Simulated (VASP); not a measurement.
The system is P.

```xyz
1
Lattice="0.0000 1.9574 1.9574 1.9574 0.0000 1.9574 1.9574 1.9574 0.0000" Properties=species:S:1:pos:R:3 pbc="T T T"
P     0.0000    0.0000    0.0000
```

This isn't the form of P at room conditions, which is orthorhombic.

The cell isn't the ideal one: cell relaxed at zero pressure.

| Item | Value |
| --- | --- |
| Program | VASP 6.6.1 |
| Task | relaxation of cell and atoms |
| Functional | PBE |
| Potentials or basis | VASP PAW PBE potentials, release 64 (P) |
| Cutoff | 600 eV |
| k mesh | 17 × 17 × 17 |
| Occupations | fermi-dirac, width 0.05 eV |
| Spin | no spin polarisation |

At the start: pressure -2.8 GPa; volume 15.00 Å³/atom.

Task: How do energy, volume and symmetry change on relaxing?

Result: Over 3 steps the energy falls by 4.8 meV/atom and the volume is 14.46 Å³/atom (-3.6 %); space group Fm-3m (No. 225, to 0.05 Å).

Step by step:
```
step  energy change (eV)  largest force (eV/Å)  pressure (GPa)  volume (Å³)
   1              0.0000                0.0000           -2.80        15.00
   2             -0.0048                0.0000            0.13        14.44
   3             -0.0048                0.0000            0.00        14.46
```

Final structure:
```cif
data_structure
_symmetry_space_group_name_H-M 'P 1'
_symmetry_Int_Tables_number 1
_cell_length_a 2.7346
_cell_length_b 2.7346
_cell_length_c 2.7346
_cell_angle_alpha 60.000
_cell_angle_beta 60.000
_cell_angle_gamma 60.000
_cell_volume 14.46
loop_
_atom_site_label
_atom_site_type_symbol
_atom_site_fract_x
_atom_site_fract_y
_atom_site_fract_z
_atom_site_occupancy
P1 P 0.00000 0.00000 0.00000 1
```
